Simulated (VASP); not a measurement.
# SnO2 (Cassiterite) (P4_2/mnm) in VASP: further runs

One crystal, SnO2 (Cassiterite), is run at these levels: PBE; tasks: dielectric tensor, G0W0 quasiparticle levels.

All numbers are computed with VASP 6.6.1; they aren't measurements. Logs are shortened: lines on timing, memory, paths and dates and some standing lists are left out, and cuts for length are marked.

## Step 1: The structure

The structure is tetragonal, space group P4_2/mnm (No. 136). The conventional cell has a = 4.738 Å, b = 4.738 Å, c = 3.187 Å, α = 90.00°, β = 90.00°, γ = 90.00°. Around Sn (site symmetry mmm) lie 6 O at 2.05 to 2.06 Å. O (site symmetry m2m) is surrounded by 3 Sn at 2.05 to 2.06 Å.

## Step 2: Dielectric tensor, PBE

INCAR

```
ALGO = Normal
EDIFF = 1E-8
ENCUT = 460
GGA = PE
ISIF = 2
ISMEAR = 0
LASPH = True
LCHARG = False
LEPSILON = True
LREAL = False
LWAVE = False
NELM = 100
PREC = Accurate
SIGMA = 0.01
```

KPOINTS

```
k-points
0
Gamma
  6 6 8
```

POSCAR

```
SnO2
1.0
    4.7380000000      0.0000000000      0.0000000000
    0.0000000000      4.7380000000      0.0000000000
    0.0000000000      0.0000000000      3.1865000000
Sn O
2 4
Direct
    0.5000000000      0.5000000000      0.5000000000
    0.0000000000      0.0000000000      0.0000000000
    0.8071000000      0.1929000000      0.5000000000
    0.6929000000      0.6929000000      0.0000000000
    0.1929000000      0.8071000000      0.5000000000
    0.3071000000      0.3071000000      0.0000000000
```

Potentials or basis: VASP PAW PBE potentials, release 64 (Sn_d, O).

Command:

```bash
> cat potpaw_PBE.64/Sn_d/POTCAR potpaw_PBE.64/O/POTCAR > POTCAR
> mpirun -np 1 vasp_std > vasp.out
```

OUTCAR:

```text
EDIFF = 1E-8
   ENCUT = 460
   GGA = PE
   ISIF = 2
   ISMEAR = 0
   LASPH = True
   LEPSILON = True
   LREAL = False
   NELM = 100
   PREC = Accurate

 Found     50 irreducible k-points:

 Following reciprocal coordinates:
            Coordinates               Weight
  0.000000  0.000000  0.000000      1.000000
  0.166667  0.000000  0.000000      4.000000
  0.333333  0.000000  0.000000      4.000000
  0.500000  0.000000  0.000000      2.000000
  0.166667  0.166667  0.000000      4.000000
  0.333333  0.166667  0.000000      8.000000
   k-points           NKPTS =     50   k-points in BZ     NKDIM =     50   number of bands    NBANDS=     31
   number of dos      NEDOS =    301   number of ions     NIONS =      6
   total plane-waves  NPLWV =  31104
   dimension x,y,z NGX =    36 NGY =   36 NGZ =   24
   dimension x,y,z NGXF=    72 NGYF=   72 NGZF=   48
   ions per type =               2   4
   NGX,Y,Z   is equivalent  to a cutoff of  12.63, 12.63, 12.52 a.u.
   NGXF,Y,Z  is equivalent  to a cutoff of  25.26, 25.26, 25.04 a.u.
 SYSTEM =  unknown system
   PREC   = accura    normal or accurate (medium, high low for compatibility)
   ISTART =      0    job   : 0-new  1-cont  2-samecut
   ICHARG =      2    charge: 1-file 2-atom 10-const
   ISPIN  =      1    spin polarized calculation?
   LNONCOLLINEAR =      F non collinear calculations
   LSORBIT =      F    spin-orbit coupling
   LASPH  =      T    aspherical Exc in radial PAW
   ENCUT  =  460.0 eV  33.81 Ry    5.81 a.u.   8.29  8.29  5.57*2*pi/ulx,y,z
   NELM   =    100;   NELMIN=  2; NELMDL= -5     # of ELM steps
   EDIFF  = 0.1E-07   stopping-criterion for ELM
   LREAL  =      F    real-space projection
   EDIFFG = 0.1E-06   stopping-criterion for IOM
   NSW    =      0    number of steps for IOM
   IBRION =     -1    ionic relax: 0-MD 1-quasi-New 2-CG
   NFREE  =      0    steps in history (QN), initial steepest desc. (CG)
   ISIF   =      2    stress and relaxation
   ISYM   =      2    0-nonsym 1-usesym 2-fastsym
   POTIM  = 0.5000    time-step for ionic-motion
   TEBEG  =    0.0;   TEEND  =   0.0 temperature during run
   PSTRESS=    0.0 pullay stress
   NELECT =      52.0000    total number of electrons
   NUPDOWN=      -1.0000    fix difference up-down
   EMIN   =  10.00;   EMAX   =-10.00  energy-range for DOS
   EFERMI =   0.00;   METHOD = LEGACY
   ISMEAR =     0;   SIGMA  =   0.01  broadening in eV -4-tet -1-fermi 0-gaus
   EFERMI_NEDOS =   21; number of points for ismear=-14 and -15
   IALGO  =     38    algorithm
   IMIX   =      4    mixing-type and parameters
     AMIX     =   0.40;   BMIX     =  1.00
     AMIX_MAG =   1.60;   BMIX_MAG =  1.00
  volume/ion in A,a.u.               =      11.92        80.45
  Fermi-wavevector in a.u.,A,eV,Ry     =   1.472000  2.781677 29.480903  2.166785
  Thomas-Fermi vector in A             =   2.587068
   LORBIT       =      0    0 simple, 1 ext, 2 COOP (PROOUT), +10 PAW based schemes
   GGA     = PE    functional components
   LHFCALC =     F    Hartree Fock is set to
   AEXX    =    0.0000 exact exchange contribution
   IVDW    =     0    specifies the selected vdW correction
   LEPSILON=     T    determine dielectric tensor
   LRPA    =     F    only Hartree local field effects (RPA)
 non-spin polarized calculation
 Gauss-broadening in eV      SIGMA  =   0.01
  energy-cutoff  :      460.00
  volume of cell :       71.53
 maximum number of plane-waves:      1632
 NGX is ok and might be reduce to    36
   NGX = 17   NGY = 17   NGZ = 11

--------------------------------------- Ionic step        1  -------------------------------------------

 number of electron      51.9999993 magnetization

 E-fermi :   6.2097     XC(G=0): -11.2575

 val. band max:        6.1427502311   @ k =   0.0000   0.0000   0.0000
 cond. band min:       7.4163503192   @ k =   0.0000   0.0000   0.0000
 fundamental gap:      1.2736000880
 Fermi energy:         6.2097425001

 k-point     1 :       0.0000    0.0000    0.0000
  band No.  band energies     occupation
      1     -14.9635      2.00000
      2     -14.1855      2.00000
      3     -13.9024      2.00000
      4     -13.8804      2.00000
      5     -13.8804      2.00000
      6     -13.8003      2.00000
[... 23 lines left out ...]
     30      12.4934      0.00000
     31      16.6308      0.00000

 k-point     2 :       0.1667    0.0000    0.0000
  band No.  band energies     occupation
      1     -14.9205      2.00000
      2     -14.2328      2.00000
      3     -13.9024      2.00000
      4     -13.8786      2.00000
      5     -13.8785      2.00000
      6     -13.8397      2.00000
[... 23 lines left out ...]
     30      12.7430      0.00000
     31      16.8793      0.00000

 k-point     3 :       0.3333    0.0000    0.0000
  band No.  band energies     occupation
      1     -14.7959      2.00000
      2     -14.3905      2.00000
      3     -13.9024      2.00000
      4     -13.8864      2.00000
      5     -13.8748      2.00000
      6     -13.8746      2.00000
[... 23 lines left out ...]
     30      13.1106      0.00000
     31      17.1276      0.00000

 k-point     4 :       0.5000    0.0000    0.0000
  band No.  band energies     occupation
      1     -14.6055      2.00000
      2     -14.6055      2.00000
      3     -13.9003      2.00000
      4     -13.9003      2.00000
      5     -13.8727      2.00000
      6     -13.8727      2.00000
[... 23 lines left out ...]
     30      13.2357      0.00000
     31      17.1204      0.00000

 k-point     5 :       0.1667    0.1667    0.0000
  band No.  band energies     occupation
      1     -14.8877      2.00000
      2     -14.2883      2.00000
      3     -13.9026      2.00000
      4     -13.8811      2.00000
      5     -13.8744      2.00000
      6     -13.8588      2.00000
[... 23 lines left out ...]
     30      12.8794      0.00000
     31      16.8811      0.00000

 k-point     6 :       0.3333    0.1667    0.0000
  band No.  band energies     occupation
      1     -14.7893      2.00000
      2     -14.4433      2.00000
      3     -13.9002      2.00000
      4     -13.8814      2.00000
      5     -13.8795      2.00000
      6     -13.8727      2.00000
[... 23 lines left out ...]
     30      13.2317      0.00000
     31      16.9180      0.00000

 [... further k-points ...]

  FORCE on cell =-STRESS in cart. coord.  units (eV):
  Direction    XX          YY          ZZ          XY          YZ          ZX
  --------------------------------------------------------------------------------------
  -------------------------------------------------------------------------------------
  Total        4.4016829      4.4016829      5.9151025      0.0000000      0.0000000      0.0000000
  in kB       98.5882825     98.5882825    132.4856447      0.0000000      0.0000000      0.0000000
  external PRESSURE =     109.8874033 kB  Pullay stress =       0.0000000 kB

 VOLUME and BASIS-vectors are now :
 -----------------------------------------------------------------------------
  energy-cutoff  :      460.00
  volume of cell :       71.53
      direct lattice vectors                 reciprocal lattice vectors
     4.738000000  0.000000000  0.000000000     0.211059519  0.000000000  0.000000000
     0.000000000  4.738000000  0.000000000     0.000000000  0.211059519  0.000000000
     0.000000000  0.000000000  3.186500000     0.000000000  0.000000000  0.313823945

 POSITION                                       TOTAL-FORCE (eV/Angst)
 -----------------------------------------------------------------------------------
      2.36900      2.36900      1.59325         0.000000      0.000000      0.000000
      0.00000      0.00000      0.00000         0.000000      0.000000      0.000000
      3.82404      0.91396      1.59325        -0.207960      0.207960      0.000000
      3.28296      3.28296      0.00000         0.207960      0.207960      0.000000
      0.91396      3.82404      1.59325         0.207960     -0.207960      0.000000
      1.45504      1.45504      0.00000        -0.207960     -0.207960      0.000000
 -----------------------------------------------------------------------------------
    total drift:                               -0.000000      0.000000      0.000000

  FREE ENERGIE OF THE ION-ELECTRON SYSTEM (eV)
  ---------------------------------------------------
  free  energy   TOTEN  =       -37.1731380634 eV

  energy  without entropy=      -37.1731380634  energy(sigma->0) =      -37.17313806

 HEAD OF MICROSCOPIC STATIC DIELECTRIC TENSOR (INDEPENDENT PARTICLE, excluding Hartree and local field effects)
 ------------------------------------------------------
           4.339367    -0.000000     0.000000
          -0.000000     4.339367     0.000000
           0.000000     0.000000     4.645080
 ------------------------------------------------------

 Free energy of the ion-electron system (eV)
  ---------------------------------------------------
  ---------------------------------------------------
  free energy    TOTEN  =        -0.68896681 eV

  energy without entropy =       -0.68896681

------------------------ aborting loop because EDIFF is reached ----------------------------------------

--------------------------------------- Ionic step        2  -------------------------------------------

------------------------ aborting loop because EDIFF is reached ----------------------------------------

--------------------------------------- Ionic step        3  -------------------------------------------

 Free energy of the ion-electron system (eV)
  ---------------------------------------------------
  ---------------------------------------------------
  free energy    TOTEN  =        -0.75218657 eV

  energy without entropy =       -0.75218657

------------------------ aborting loop because EDIFF is reached ----------------------------------------

 PIEZOELECTRIC TENSOR FIELD DIRECTION 3  (e Angst)
 -----------------------------------------------------------------------------
     0.00158 -0.00000  0.00000           ( -0.00001  0.00000  0.00000)
     0.00000  0.00158  0.00000           (  0.00000 -0.00001  0.00000)
     0.00000  0.00000 -0.00497           (  0.00000  0.00000 -0.00016)

 PIEZOELECTRIC TENSOR FIELD DIRECTION 3  (C/m^2)
 -----------------------------------------------------------------------------
     0.00035 -0.00000  0.00000
     0.00000  0.00035  0.00000
     0.00000  0.00000 -0.00111

 MACROSCOPIC STATIC DIELECTRIC TENSOR (including local field effects in DFT)
 ------------------------------------------------------
           4.265618     0.000000     0.000000
           0.000000     4.265618     0.000000
           0.000000     0.000000     4.561289
 ------------------------------------------------------

 PIEZOELECTRIC TENSOR (including local field effects)  for field in x, y, z        (e  Angst)
          XX          YY          ZZ          XY          YZ          ZX
  --------------------------------------------------------------------------------
  x     0.00000     0.00000     0.00000     0.00000     0.00000     0.00000
  y     0.00000     0.00000     0.00000     0.00000     0.00000     0.00000
  z     0.00000     0.00000     0.00000     0.00000     0.00000     0.00000

 PIEZOELECTRIC TENSOR (including local field effects)  for field in x, y, z        (C/m^2)
          XX          YY          ZZ          XY          YZ          ZX
  --------------------------------------------------------------------------------
  x     0.00000     0.00000     0.00000     0.00000     0.00000     0.00000
  y     0.00000     0.00000     0.00000     0.00000     0.00000     0.00000
  z     0.00000     0.00000     0.00000     0.00000     0.00000     0.00000

 BORN EFFECTIVE CHARGES (including local field effects) (in |e|, cummulative output)
 ---------------------------------------------------------------------------------
 ion    1
    1     4.08157    -0.44589     0.00000
    2    -0.44589     4.08157     0.00000
    3     0.00000     0.00000     4.46750
 ion    2
    1     4.08157     0.44589     0.00000
    2     0.44589     4.08157     0.00000
    3     0.00000     0.00000     4.46750
 ion    3
    1    -2.04078     0.69267     0.00000
    2     0.69267    -2.04078     0.00000
    3     0.00000     0.00000    -2.23375
 ion    4
    1    -2.04078    -0.69267     0.00000
    2    -0.69267    -2.04078     0.00000
    3     0.00000     0.00000    -2.23375
 ion    5
    1    -2.04078     0.69267     0.00000
    2     0.69267    -2.04078     0.00000
    3     0.00000     0.00000    -2.23375
 ion    6
    1    -2.04078    -0.69267     0.00000
    2    -0.69267    -2.04078     0.00000
    3     0.00000     0.00000    -2.23375
```

Wall time 6.2 min (1 thread of Intel Xeon 6975P-C (Granite Rapids), shared host); peak memory 0.5 GiB.

These settings aren't checked as converged: the numbers below hold their error.

What came out:

* Band gap on the k mesh: 1.27 eV, direct
* Electronic dielectric tensor (diagonal): 4.27, 4.27, 4.56
* Born charges (mean of the diagonal): Sn +4.21; O -2.11 e

Caveat: the cutoff is under 1.25 times the usual one of these potentials, so pressure, stress and relaxed cells hold a basis-set (Pulay) error; spin-orbit coupling is left out, which moves the levels of the heavy elements.

## Step 3: Dielectric tensor, PBE

Changes to INCAR since step 2:

```diff
@@ -2,3 +2,3 @@
 EDIFF = 1E-8
-ENCUT = 460
+ENCUT = 400
 GGA = PE
```

KPOINTS

```
k-points
0
Gamma
  7 7 10
```

POSCAR is that of step 2.

Potentials or basis: VASP PAW PBE potentials, release 64 (Sn_d, O).

Command:

```bash
> cat potpaw_PBE.64/Sn_d/POTCAR potpaw_PBE.64/O/POTCAR > POTCAR
> mpirun -np 1 vasp_std > vasp.out
```

OUTCAR:

```text
EDIFF = 1E-8
   ENCUT = 400
   GGA = PE
   ISIF = 2
   ISMEAR = 0
   LASPH = True
   LEPSILON = True
   LREAL = False
   NELM = 100
   PREC = Accurate

 Found     60 irreducible k-points:

 Following reciprocal coordinates:
            Coordinates               Weight
  0.000000  0.000000  0.000000      1.000000
  0.142857  0.000000  0.000000      4.000000
  0.285714  0.000000  0.000000      4.000000
  0.428571  0.000000  0.000000      4.000000
  0.142857  0.142857  0.000000      4.000000
  0.285714  0.142857  0.000000      8.000000
   k-points           NKPTS =     60   k-points in BZ     NKDIM =     60   number of bands    NBANDS=     31
[... 358 lines left out ...]

 PIEZOELECTRIC TENSOR (including local field effects)  for field in x, y, z        (e  Angst)
          XX          YY          ZZ          XY          YZ          ZX
  --------------------------------------------------------------------------------
  x     0.00000     0.00000     0.00000     0.00000     0.00000     0.00000
  y     0.00000     0.00000     0.00000     0.00000     0.00000     0.00000
  z     0.00000     0.00000     0.00000     0.00000     0.00000     0.00000

 PIEZOELECTRIC TENSOR (including local field effects)  for field in x, y, z        (C/m^2)
          XX          YY          ZZ          XY          YZ          ZX
  --------------------------------------------------------------------------------
  x     0.00000     0.00000     0.00000     0.00000     0.00000     0.00000
  y     0.00000     0.00000     0.00000     0.00000     0.00000     0.00000
  z     0.00000     0.00000     0.00000     0.00000     0.00000     0.00000

 BORN EFFECTIVE CHARGES (including local field effects) (in |e|, cummulative output)
 ---------------------------------------------------------------------------------
 ion    1
    1     4.07648    -0.44428     0.00000
    2    -0.44428     4.07648     0.00000
    3     0.00000     0.00000     4.46226
 ion    2
    1     4.07648     0.44428     0.00000
    2     0.44428     4.07648     0.00000
    3     0.00000     0.00000     4.46226
 ion    3
    1    -2.03824     0.69209     0.00000
    2     0.69209    -2.03824     0.00000
    3     0.00000     0.00000    -2.23113
 ion    4
    1    -2.03824    -0.69209     0.00000
    2    -0.69209    -2.03824     0.00000
    3     0.00000     0.00000    -2.23113
 ion    5
    1    -2.03824     0.69209     0.00000
    2     0.69209    -2.03824     0.00000
    3     0.00000     0.00000    -2.23113
 ion    6
    1    -2.03824    -0.69209     0.00000
    2    -0.69209    -2.03824     0.00000
    3     0.00000     0.00000    -2.23113
```

Wall time 5.6 min (1 thread of Intel Xeon 6975P-C (Granite Rapids), shared host); peak memory 0.48 GiB.

These settings aren't checked as converged: the numbers below hold their error.

What came out:

| Item | Value |
| --- | --- |
| Band gap on the k mesh | 1.27 eV, direct |
| Electronic dielectric tensor (diagonal) | 4.24, 4.24, 4.54 |
| Born charges (mean of the diagonal) | Sn +4.21; O -2.10 e |

Caveat: the cutoff is under 1.25 times the usual one of these potentials, so pressure, stress and relaxed cells hold a basis-set (Pulay) error; spin-orbit coupling is left out, which moves the levels of the heavy elements.

[end of part 1 of 2]
